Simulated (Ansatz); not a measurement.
**Molecular dynamics of CaF$_{2}$**

Input file:

```yaml
accuracy: low
crystal:
  lattice:
    - [0.0, 5.517731, 5.517731]
    - [5.517731, 0.0, 5.517731]
    - [5.517731, 5.517731, 0.0]
  atoms:
    - { symbol: Ca, position: [0.0, 0.0, 0.0] }
    - { symbol: F, position: [0.125, 0.125, 0.125] }
    - { symbol: F, position: [0.375, 0.375, 0.375] }
    - { symbol: Ca, position: [0.0, 0.0, 0.5] }
    - { symbol: F, position: [0.125, 0.125, 0.625] }
    - { symbol: F, position: [0.375, 0.375, 0.875] }
    - { symbol: Ca, position: [0.0, 0.5, 0.0] }
    - { symbol: F, position: [0.125, 0.625, 0.125] }
    - { symbol: F, position: [0.375, 0.875, 0.375] }
    - { symbol: Ca, position: [0.0, 0.5, 0.5] }
    - { symbol: F, position: [0.125, 0.625, 0.625] }
    - { symbol: F, position: [0.375, 0.875, 0.875] }
    - { symbol: Ca, position: [0.5, 0.0, 0.0] }
    - { symbol: F, position: [0.625, 0.125, 0.125] }
    - { symbol: F, position: [0.875, 0.375, 0.375] }
    - { symbol: Ca, position: [0.5, 0.0, 0.5] }
    - { symbol: F, position: [0.625, 0.125, 0.625] }
    - { symbol: F, position: [0.875, 0.375, 0.875] }
    - { symbol: Ca, position: [0.5, 0.5, 0.0] }
    - { symbol: F, position: [0.625, 0.625, 0.125] }
    - { symbol: F, position: [0.875, 0.875, 0.375] }
    - { symbol: Ca, position: [0.5, 0.5, 0.5] }
    - { symbol: F, position: [0.625, 0.625, 0.625] }
    - { symbol: F, position: [0.875, 0.875, 0.875] }
basis:
  ecutwfc: 420.0
kpoints:
  mp_grid: { grid: [2, 2, 2] }
hamiltonian:
  xc: lda
scf:
  occupations: { method: fermi_dirac, width: 0.05 }
  lower_state_search: "off"
md:
  timestep: 2
  n_steps: 190
  ensemble: nvt_langevin
  temperature: 900.0
  initial_velocities: maxwell_boltzmann
  seed: 472687
  friction: 0.01
```

Launched with:

```bash
$ ansatz run input.yaml --threads 2 --pin off --max-ram 5120MiB --backend cpu --events-out ev --progress --plain --runs-dir out
```

It starts from a structure without forces on its atoms.

Output, in part (step lines):

```
md step     0: t =     0.00 fs  T =   862.5 K  F+E_penalty+E_count = -26932.25814639 eV  E_kin = 2.675682 eV  (8 SCF iters)
md step     1: t =     2.00 fs  T =   856.4 K  F+E_penalty+E_count = -26932.23560687 eV  E_kin = 2.656881 eV  (8 SCF iters)
md step     2: t =     4.00 fs  T =   803.5 K  F+E_penalty+E_count = -26932.16900070 eV  E_kin = 2.492690 eV  (8 SCF iters)
md step     3: t =     6.00 fs  T =   816.3 K  F+E_penalty+E_count = -26932.06141380 eV  E_kin = 2.532463 eV  (8 SCF iters)
md step     4: t =     8.00 fs  T =   839.3 K  F+E_penalty+E_count = -26931.91357217 eV  E_kin = 2.603848 eV  (8 SCF iters)
md step     5: t =    10.00 fs  T =   777.3 K  F+E_penalty+E_count = -26931.73046731 eV  E_kin = 2.411484 eV  (6 SCF iters)
md step     6: t =    12.00 fs  T =   713.3 K  F+E_penalty+E_count = -26931.52726850 eV  E_kin = 2.212815 eV  (6 SCF iters)
md step     7: t =    14.00 fs  T =   696.9 K  F+E_penalty+E_count = -26931.31386031 eV  E_kin = 2.162027 eV  (6 SCF iters)
[... lines left out ...]
md step   190: t =   380.00 fs  T =   845.1 K  F+E_penalty+E_count = -26929.00498359 eV  E_kin = 2.621835 eV  (8 SCF iters)
```

The steps, from the saved trajectory:

```json
{"time (fs)": "0.0", "T (K)": "862", "potential energy less start (eV)": "0.000"}
{"time (fs)": "12.0", "T (K)": "713", "potential energy less start (eV)": "0.731"}
{"time (fs)": "24.0", "T (K)": "426", "potential energy less start (eV)": "1.928"}
{"time (fs)": "36.0", "T (K)": "330", "potential energy less start (eV)": "2.260"}
{"time (fs)": "48.0", "T (K)": "545", "potential energy less start (eV)": "1.961"}
{"time (fs)": "60.0", "T (K)": "749", "potential energy less start (eV)": "1.817"}
{"time (fs)": "72.0", "T (K)": "890", "potential energy less start (eV)": "2.012"}
{"time (fs)": "84.0", "T (K)": "814", "potential energy less start (eV)": "2.407"}
{"time (fs)": "96.0", "T (K)": "660", "potential energy less start (eV)": "2.661"}
{"time (fs)": "108.0", "T (K)": "983", "potential energy less start (eV)": "2.271"}
{"time (fs)": "120.0", "T (K)": "1052", "potential energy less start (eV)": "1.990"}
{"time (fs)": "132.0", "T (K)": "899", "potential energy less start (eV)": "2.129"}
{"time (fs)": "144.0", "T (K)": "766", "potential energy less start (eV)": "2.252"}
{"time (fs)": "156.0", "T (K)": "733", "potential energy less start (eV)": "2.345"}
{"time (fs)": "168.0", "T (K)": "662", "potential energy less start (eV)": "2.140"}
{"time (fs)": "180.0", "T (K)": "846", "potential energy less start (eV)": "1.787"}
{"time (fs)": "192.0", "T (K)": "833", "potential energy less start (eV)": "1.736"}
{"time (fs)": "204.0", "T (K)": "783", "potential energy less start (eV)": "1.875"}
{"time (fs)": "216.0", "T (K)": "738", "potential energy less start (eV)": "1.988"}
{"time (fs)": "228.0", "T (K)": "757", "potential energy less start (eV)": "2.416"}
{"time (fs)": "240.0", "T (K)": "715", "potential energy less start (eV)": "2.695"}
{"time (fs)": "252.0", "T (K)": "775", "potential energy less start (eV)": "2.315"}
{"time (fs)": "264.0", "T (K)": "847", "potential energy less start (eV)": "2.128"}
{"time (fs)": "276.0", "T (K)": "734", "potential energy less start (eV)": "2.613"}
{"time (fs)": "288.0", "T (K)": "907", "potential energy less start (eV)": "2.095"}
{"time (fs)": "300.0", "T (K)": "892", "potential energy less start (eV)": "2.115"}
{"time (fs)": "312.0", "T (K)": "855", "potential energy less start (eV)": "2.298"}
{"time (fs)": "324.0", "T (K)": "1014", "potential energy less start (eV)": "2.141"}
{"time (fs)": "336.0", "T (K)": "940", "potential energy less start (eV)": "2.526"}
{"time (fs)": "348.0", "T (K)": "794", "potential energy less start (eV)": "2.803"}
{"time (fs)": "360.0", "T (K)": "994", "potential energy less start (eV)": "2.518"}
{"time (fs)": "372.0", "T (K)": "989", "potential energy less start (eV)": "2.730"}
```

All steps were run. A run of 0.38 ps of so small a system gives no equilibrium averages. Limits of this set-up: low accuracy level.

Mean squared displacements from the first frame to the last, about the centre of mass: Ca 0.07 Å², F 0.13 Å².

Last frame:

```xyz
24
Lattice="0.0000 5.5177 5.5177 5.5177 0.0000 5.5177 5.5177 5.5177 0.0000" Properties=species:S:1:pos:R:3
Ca -0.255 0.215 -0.455
F 1.153 1.631 1.173
F 3.834 4.622 3.505
Ca 2.604 3.185 -0.105
F 4.072 4.448 0.707
F 6.879 6.861 3.983
Ca 2.726 0.289 2.267
F 3.866 1.700 3.614
F 6.735 4.911 6.792
Ca 5.255 3.127 2.063
F 6.229 3.902 3.967
F 9.093 7.472 6.454
Ca -0.521 3.122 2.202
F 1.125 4.196 3.741
F 3.946 7.386 6.211
Ca 2.557 6.123 2.294
F 4.039 7.194 3.719
F 6.643 9.994 6.559
Ca 2.271 3.102 5.071
F 3.712 4.615 6.346
F 6.920 7.065 9.540
Ca 5.112 5.682 5.001
F 6.577 7.241 6.458
F 9.232 9.884 9.195
```

Time of the run: 12 min on 2 threads of AMD EPYC 9R14 (Zen 4), on a shared host, peak memory 0.99 GiB.
